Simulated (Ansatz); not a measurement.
# SnO2: response to strain

Aim: deform SnO2 (zz strain of -2 %) and compute stress, forces and field gradients with LAPW, PAW and all-electron datasets made for the crystal.

Method: DFT LDA, scalar-relativistic, in Ansatz 0.2.0.

### Step 1. The structure to begin with

Symmetry: P4_2/mnm, No. 136, tetragonal system. The conventional cell has a = 4.737 Å, b = 4.737 Å, c = 3.186 Å, α = 90.00°, β = 90.00°, γ = 90.00°. Sn (site symmetry mmm) is surrounded by 6 O at 2.05 to 2.06 Å. O (site symmetry m2m) is surrounded by 3 Sn at 2.05 to 2.06 Å.

As a file:

```
CELL_PARAMETERS angstrom
4.73735 0.00000 0.00000
0.00000 4.73735 0.00000
0.00000 0.00000 3.18640
ATOMIC_POSITIONS crystal
Sn 0.00000 0.00000 0.00000
Sn 0.50000 0.50000 0.50000
O 0.30562 0.30562 0.00000
O 0.19438 0.80562 0.50000
O 0.69438 0.69438 0.00000
O 0.80562 0.19438 0.50000
```

Atoms are numbered in the order of the input: Sn1, Sn2, O3, O4, O5, O6.

### Step 2. The deformed structure

Space group P4_2/mnm before, P4_2/mnm after.

### Step 3. LAPW, all electrons

The input, input.yaml:

```yaml
crystal:
  lattice:
    - [4.73735, 0.0, 0.0]
    - [0.0, 4.73735, 0.0]
    - [0.0, 0.0, 3.122672]
  atoms:
    - { symbol: Sn, position: [0.0, 0.0, 0.0] }
    - { symbol: Sn, position: [0.5, 0.5, 0.5] }
    - { symbol: O, position: [0.30562, 0.30562, 0.0] }
    - { symbol: O, position: [0.19438, 0.80562, 0.5] }
    - { symbol: O, position: [0.69438, 0.69438, 0.0] }
    - { symbol: O, position: [0.80562, 0.19438, 0.5] }
kpoints:
  mp_grid: { grid: [4, 4, 6] }
  band_path:
    path:
      - [0.0, 0.0, 0.0]
      - [0.0, 0.5, 0.0]
      - [0.5, 0.5, 0.0]
      - [0.0, 0.0, 0.0]
      - [0.0, 0.0, 0.5]
      - [0.0, 0.5, 0.5]
      - [0.5, 0.5, 0.5]
      - [0.0, 0.0, 0.5]
      - [0.0, 0.5, 0.0]
    npoints: 5
scf:
  occupations: { method: fermi_dirac, width: 0.03 }
hamiltonian:
  xc: lda
  pseudopotentials: { kind: all_electron, lapw: { basis_error: 0.001 } }
output:
  forces: true
  stress: true
  eigenvalues: true
```

Started as:

```
$ ansatz run input.yaml --threads 2 --pin off --max-ram 8192MiB --backend cpu --events-out ev --progress --plain --runs-dir out
```

Standard output (excerpt; [...] marks lines left out):

```text
LAPW: plane waves up to 10.493 Å⁻¹, error target 1.0e-3 eV per atom; small_component_spin mean_spin; O in spheres of 0.896 Å, 8 of its electrons in bands, Dirac shells []; Sn in spheres of 1.138 Å, 32 of its electrons in bands, Dirac shells []
[...]
Pseudopotentials: kind: all_electron
Pseudopotential: Sn, LAPW, valence charge 32, Koelling and Harmon's equation, gaussian nucleus
Pseudopotential: O, LAPW, valence charge 8, Koelling and Harmon's equation, gaussian nucleus
Functional definition: SPW92
[...]
Crystal: 6 atoms, lattice volume = 70.081 Å³
Basis set: ecut = 419.5276558270517 eV, 1395 PW (Γ), exchange–correlation at level 2
Bands: 58, of which v1, the nominal top of the filled ones, is band 48 counted from 1 (47 counted from 0)
Symmetry: 16 space group operations
Space group: P42/mnm (ITA 136), of the structure as read, at distance tolerance 4.1e-5 Å
k-points: 24 of 96
[...]
SCF iter   1: F=—  HF=-344041.322723 eV  |F-HF|=—  |Δ(HF+E_count)|=         —  Δρ=1.26e-1  dr2=1.20e1  ethr=1.25e-2  ⟨swp⟩=2.0  Hψ=8557  notcnv=0
[...]
the basis was enlarged: its passes take 4.4 MiB over the memory plan, 2 of 2 planned eigensolver slots
[...]
SCF iter   8: F=-344035.089775 eV  HF=-344035.089775 eV  |F-HF|=1.29e-8  |Δ(HF+E_count)|=   3.61e-8  Δρ=7.10e-6  dr2=5.19e-8  ethr=1.85e-9  ⟨swp⟩=2.0  Hψ=3984  notcnv=0
[...]
NSCF: frozen V_eff on 41 k-points
SCF converged after 8 iterations
Free energy (F): -344035.089775 eV
[...]
E sigma→0 (E₀):  -344035.089775 eV
Fermi energy:    12.522976 eV
[...]
--- Forces (eV/Å), atoms counted from 1 ---
  atom   1  Sn     0.00000000    -0.00000000     0.00000000
  atom   2  Sn     0.00000000     0.00000000     0.00000000
  atom   3  O     -0.06546126    -0.06546126     0.00000000
  atom   4  O      0.06546126    -0.06546126     0.00000000
  atom   5  O      0.06546126     0.06546126     0.00000000
  atom   6  O     -0.06546126     0.06546126     0.00000000
[...]
--- Stress (GPa, compression-positive) ---
        2.199334       0.000000       0.000000
        0.000000       2.199334       0.000000
        0.000000       0.000000       9.100859
  P = ⅓ Tr σ = 4.4998 GPa (44.998 kbar)
--- Band table (eV; the first three rows and the last of 24) ---
[...]
```

Wall time 19 s (2 threads of Intel Xeon 6975P-C (Granite Rapids), shared host); peak memory 0.6 GiB.

This run gives: pressure 4.50 GPa; gap 1.41 eV, direct at Γ; largest force 0.093 eV/Å.

### Step 4. PAW with frozen cores

The input, input.yaml:

```yaml
crystal:
  lattice:
    - [4.73735, 0.0, 0.0]
    - [0.0, 4.73735, 0.0]
    - [0.0, 0.0, 3.122672]
  atoms:
    - { symbol: Sn, position: [0.0, 0.0, 0.0] }
    - { symbol: Sn, position: [0.5, 0.5, 0.5] }
    - { symbol: O, position: [0.30562, 0.30562, 0.0] }
    - { symbol: O, position: [0.19438, 0.80562, 0.5] }
    - { symbol: O, position: [0.69438, 0.69438, 0.0] }
    - { symbol: O, position: [0.80562, 0.19438, 0.5] }
kpoints:
  mp_grid: { grid: [4, 4, 6] }
scf:
  occupations: { method: fermi_dirac, width: 0.03 }
hamiltonian:
  xc: lda
  pseudopotentials: { kind: paw }
output:
  forces: true
  stress: true
  eigenvalues: true
  efg: { contact_densities: true }
```

Started as:

```
$ ansatz run input.yaml --threads 2 --pin off --max-ram 8192MiB --backend cpu --events-out ev --progress --plain --runs-dir out
```

Standard output:

```text
Sn: output.efg is read without spin–orbit coupling, which moves field gradients at and beside such atoms by some per cent and up to a factor of two; PAW files take it under magnetization.noncollinear and magnetization.spin_orbit
Engine: ansatz 0.2.0
Pseudopotentials: kind: paw
Pseudopotential: Sn, paw, valence charge 14, recommended cutoff 420 eV (normal)
Pseudopotential: O, paw, valence charge 6, recommended cutoff 420 eV (normal)
Functional definition: SPW92
  exchange = slater_x
  correlation = pw_c
Crystal: 6 atoms, lattice volume = 70.081 Å³
Basis set: ecut = 420 eV, 1395 PW (Γ)
Bands: 32, of which v1, the nominal top of the filled ones, is band 26 counted from 1 (25 counted from 0)
Symmetry: 16 space group operations
Space group: P42/mnm (ITA 136), of the structure as read, at distance tolerance 4.1e-5 Å
k-points: 24 of 96
Non-local potential: Sn, projectors of the file, l = 0: 2, l = 1: 2, l = 2: 2, l = 3: 2
Non-local potential: O, projectors of the file, l = 0: 2, l = 1: 2, l = 2: 1
PAW form: soft (Blöchl's): semilocal exchange-correlation on the pseudo side does not see the compensation charge
PAW frozen core: Sn, regenerated for the run's functional, and the local potential with it (the file was generated under x = pbe(κ = 0.804, μ = 0.2195149727645171), c = pbe(β = 0.06672455060314922))
PAW frozen core: O, regenerated for the run's functional, and the local potential with it (the file was generated under x = pbe(κ = 0.804, μ = 0.2195149727645171), c = pbe(β = 0.06672455060314922))
PAW one-centre angular grid: Sn, 590 points (default); XC on 64 Gauss nodes
PAW one-centre angular grid: O, 110 points (default); XC on 64 Gauss nodes
Initial density: superposition of atomic densities (neutral atoms: chi_scale 0, normalization atom), corrected by the library's trained network
Initial wavefunctions: pseudopotential atomic-orbital guess
Functional: x = slater, c = lda
SCF iter   1: F=—  HF=-13980.386614 eV  |F-HF|=—  |Δ(HF+E_count)|=         —  Δρ=1.87e-2  dr2=2.02e-1  ethr=1.77e-3  ⟨swp⟩=6.2  Hψ=3404  notcnv=0  defer=2
preconditioner: auto → Resta (q_TF=auto, 2.596 Å⁻¹)  ε∞=3.6  [insulator: Δε(μ)=1.242 eV  Ē_g=19.666 eV  σ=0.030 eV  W_gap=1.00  n_scr=18 (ndim 8)  ℏωp=32.0 eV  f_vac=0.027  D(μ)=0.00/eV (n_scr^D=0)  ε∞_Penn≈3.6]
SCF iter   2: F=—  HF=-13980.327079 eV  |F-HF|=—  |Δ(HF+E_count)|=   5.95e-2  Δρ=4.93e-3  dr2=6.85e-3  ethr=3.89e-4  ⟨swp⟩=2.3  Hψ=1346  notcnv=0  defer=41
SCF iter   3: F=—  HF=-13980.324689 eV  |F-HF|=—  |Δ(HF+E_count)|=   2.39e-3  Δρ=2.09e-3  dr2=1.64e-3  ethr=1.32e-5  ⟨swp⟩=2.1  Hψ=1437  notcnv=0  defer=17
automatic band count: iteration 3 solves 31 bands in place of 32: the levels show a gap, and the empty bands left out lie too high to hold charge; the band table lists the bands solved (type scf.n_extra_bands for more)
SCF iter   4: F=—  HF=-13980.324154 eV  |F-HF|=—  |Δ(HF+E_count)|=   5.35e-4  Δρ=3.79e-4  dr2=6.28e-5  ethr=3.15e-6  ⟨swp⟩=2.0  Hψ=1306  notcnv=0  defer=17
SCF iter   5: F=—  HF=-13980.324147 eV  |F-HF|=—  |Δ(HF+E_count)|=   6.28e-6  Δρ=6.97e-5  dr2=2.43e-6  ethr=1.21e-7  ⟨swp⟩=1.0  Hψ=728  notcnv=0  defer=17
SCF iter   6: F=-13980.324148 eV  HF=-13980.324148 eV  |F-HF|=2.59e-8  |Δ(HF+E_count)|=   7.97e-7  Δρ=7.95e-6  dr2=6.38e-8  ethr=1.92e-10  ⟨swp⟩=7.7  Hψ=3739  notcnv=0
SCF 1 converged in 6 iterations: F = -13980.324148 eV  dr2 = 6.38e-8
SCF converged after 6 iterations
Free energy (F): -13980.324148 eV
Harris-Foulkes:  -13980.324148 eV  (|F-HF|=2.59e-8)
Internal energy: -13980.324148 eV  (E = F + TS)
E sigma→0 (E₀):  -13980.324148 eV
Fermi energy:    10.175240 eV
--- Per-component energies (eV) ---
  E_band       = -116.654089
  E_kinetic    = 1084.382211
  E_local      = -2840.962921  (includes V_loc(G=0)·N_el)
  E_nonlocal   = 151.501214
  E_hartree    = 1474.865109
  E_xc         = -1042.823178
  E_vxc        = -565.486412  (∫ρ·V_xc dr)
  E_paw        = -8603.577187  (= ΣΔE_a)
  E_vpaw       = -895.841766  (= ΣTr[D̂ρ^β])
  E_aug_tail   = 0.010112  (compensation charges beyond the density's cutoff)
  E_ewald      = -4204.956991
  E_core_change = 1.237482  (= ΣΔE_core)
  E_smearing   = -0.000000  (= −TS)
  E_closure    = -0.000000  (closes the sum)
  Σ components = -13980.324148   (vs F -13980.324148, Δ=0.00e0)
--- Forces (eV/Å), atoms counted from 1 ---
  atom   1  Sn     0.00000000    -0.00000000     0.00000000
  atom   2  Sn     0.00000000     0.00000000     0.00000000
  atom   3  O     -0.06561321    -0.06561321     0.00000000
  atom   4  O      0.06561321    -0.06561321     0.00000000
  atom   5  O      0.06561321     0.06561321     0.00000000
  atom   6  O     -0.06561321     0.06561321     0.00000000
  max |Σ_I F_I| component: 1.39e-17 eV/Å
--- Stress (GPa, compression-positive) ---
        2.100081       0.000000       0.000000
        0.000000       2.100081       0.000000
        0.000000       0.000000       8.952669
  P = ⅓ Tr σ = 4.3843 GPa (43.843 kbar)
--- PAW observables at the nuclei: V_zz in 10²¹ V/m², potentials from the cell's mean, atoms counted from 1 ---
  atom   1  Sn V_zz =    -5.365163   η = 0.4280   by run symmetry: allowed
            electrostatic potential = -8174.632448 V   contact ρ = 1231308.769810 e/Å³
  atom   2  Sn V_zz =    -5.365163   η = 0.4280   by run symmetry: allowed
            electrostatic potential = -8174.632448 V   contact ρ = 1231308.769810 e/Å³
  atom   3  O  V_zz =   -10.277371   η = 0.1428   by run symmetry: allowed
            electrostatic potential = -627.131018 V   contact ρ = 2124.576660 e/Å³
  atom   4  O  V_zz =   -10.277371   η = 0.1428   by run symmetry: allowed
            electrostatic potential = -627.131018 V   contact ρ = 2124.576660 e/Å³
  atom   5  O  V_zz =   -10.277371   η = 0.1428   by run symmetry: allowed
            electrostatic potential = -627.131018 V   contact ρ = 2124.576660 e/Å³
  atom   6  O  V_zz =   -10.277371   η = 0.1428   by run symmetry: allowed
            electrostatic potential = -627.131018 V   contact ρ = 2124.576660 e/Å³
--- Band table (eV; the first three rows and the last of 24) ---
  k-point 0: bands = ["-11.6063", "-10.8465", "-10.4758", "-10.4531", "-10.4531", "-10.3306", "-10.2967", "-10.1954", "-10.1836", "-10.1836", "-9.4446", "-7.4784", "-7.4784", "-5.5459", "1.0878", "5.1295", "5.1295", "5.4945", "6.1732", "7.4093", "7.5038", "8.2686", "8.2686", "8.6206", "8.6206", "9.4711", "10.8794", "15.8098", "15.8192", "15.8192", "19.5756"]
  k-point 1: bands = ["-11.4600", "-10.7403", "-10.7403", "-10.6589", "-10.4169", "-10.3541", "-10.2835", "-10.2247", "-10.2247", "-10.1959", "-9.2913", "-7.0060", "-7.0060", "-5.7563", "1.0600", "5.2475", "5.4051", "5.4051", "5.8712", "6.3655", "7.2364", "7.2750", "7.2750", "8.6584", "8.6584", "9.2292", "12.3517", "16.3185", "16.9448", "16.9448", "18.5319"]
  k-point 2: bands = ["-11.1823", "-11.1823", "-11.1170", "-10.5452", "-10.2919", "-10.2919", "-10.2768", "-10.2552", "-10.2522", "-10.2018", "-8.6857", "-6.4565", "-6.1669", "-6.1669", "1.1993", "3.6887", "5.1067", "5.5682", "5.5682", "6.3144", "6.3144", "6.4311", "6.9133", "8.4315", "8.4315", "8.5742", "14.3538", "16.5349", "18.1428", "18.9606", "18.9606"]
  k-point 23: bands = ["-11.3785", "-11.3785", "-10.7888", "-10.7888", "-10.3271", "-10.3271", "-10.2135", "-10.2135", "-10.1646", "-10.1646", "-7.3839", "-7.3839", "-5.8492", "-5.8492", "1.2223", "1.2223", "4.2219", "4.2219", "6.8081", "6.8081", "6.9439", "6.9439", "8.4492", "8.4492", "8.5667", "8.5667", "14.2857", "14.2857", "18.2076", "18.2076", "20.5772"]
```

Run time: 2.1 s. Hardware: 2 threads of Intel Xeon 6975P-C (Granite Rapids), shared host; peak memory 0.4 GiB.

Read from it: pressure 4.38 GPa; gap on the k mesh 1.41 eV; largest force 0.093 eV/Å; Vzz Sn1 -5.37 (η = 0.43), O3 -10.28 (η = 0.14) (10²¹ V/m²).

[end of part 1 of 2]
